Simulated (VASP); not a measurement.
A run of VASP 6.6.1:

File INCAR:

```
SYSTEM = ZrS2
PREC = Accurate
ENCUT = 600
EDIFF = 1E-6
ISMEAR = 0
SIGMA = 0.03
LREAL = .False.
LASPH = .True.
NELM = 80
ALGO = Normal
ISIF = 3
LWAVE = .False.
LCHARG = .False.
GGA = PE
IBRION = 2
NSW = 90
EDIFFG = -0.01
```

The input KPOINTS:

```
regular mesh
0
Gamma
  9 9 5
  0 0 0
```

The input POSCAR:

```
ZrS2
1.0
    3.6913825498      0.0000000000      0.0000000000
   -1.8456912749      3.1968310632      0.0000000000
    0.0000000000      0.0000000000      6.0410770100
Zr S
1 2
Direct
    0.0000000000      0.0000000000      0.0000000000
    0.6666666700      0.3333333300      0.7620900300
    0.3333333300      0.6666666700      0.2379099700
```

Potentials or basis: VASP PAW PBE potentials, release 64 (Zr_sv, S).

Run with:

```bash
$ cat potpaw_PBE.64/Zr_sv/POTCAR potpaw_PBE.64/S/POTCAR > POTCAR
$ mpirun -np 1 vasp_std > vasp.out
```

Hardware: 1 thread of Intel(R) Xeon(R) 6975P-C (Granite Rapids) (shared host).

Problem. Estimate the wall time of this run.

Solution. Run time: 5.9 min on 1 thread of Intel(R) Xeon(R) 6975P-C (Granite Rapids), with other jobs on the host, peak memory 0.25 GiB. Counts: scf iterations 166, k points 50, ion steps 24.
